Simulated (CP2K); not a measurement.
**Ga under changes of volume**

One of the cells (17.718 Å³/atom); the others are scaled copies at fixed shape and fractional positions:

```
Ga
1.0
     3.02901    0.00000    0.00000
     0.49806    2.98778    0.00000
    -1.76353   -1.49389    1.95784
Ga
1
Direct
  0.00000 0.00000 0.00000
```

This isn't the form of Ga at room conditions, which is orthorhombic.

- Program: CP2K 2026.2
- Functional: PBEsol
- Potentials or basis: POTENTIAL_UZH Ga GTH-PBE-q13; TZVP-MOLOPT-PBE-GTH basis
- Density cutoff: 6123 eV
- k mesh: 13 × 13 × 13
- Occupations: fermi-dirac, width 0.05 eV
- Spin: no spin polarisation

```tsv
volume (Å³/atom)	energy over the lowest point (meV/atom)	pressure (GPa)
16.655	?	?
17.010	7.27	3.1
17.364	2.06	1.6
17.718	0.00	0.3
18.073	0.68	-0.8
18.427	3.73	-1.8
18.781	8.76	-2.6
```

What does the run at 16.655 Å³/atom give?

Energy over the lowest point 16.03 meV/atom; pressure 4.8 GPa.

Worked out: A Birch-Murnaghan fit of order 3 (a polynomial in V^(-2/3)) to the other rows has its minimum at 17.80 Å³/atom with B0 = V·E''(V) = 60 GPa and B' = 6.6 at fixed shape and positions, which overstates the stiffness. It gives 16.19 meV/atom at 16.655 Å³/atom, against the run's 16.03, and -dE/dV = 4.9 GPa, against 4.8.

Energies are extrapolated to zero smearing.

Caveats: the potentials were made for another functional, which shifts forces and pressure; the basis of atomic orbitals isn't converged, which shifts pressures, moduli and gaps.
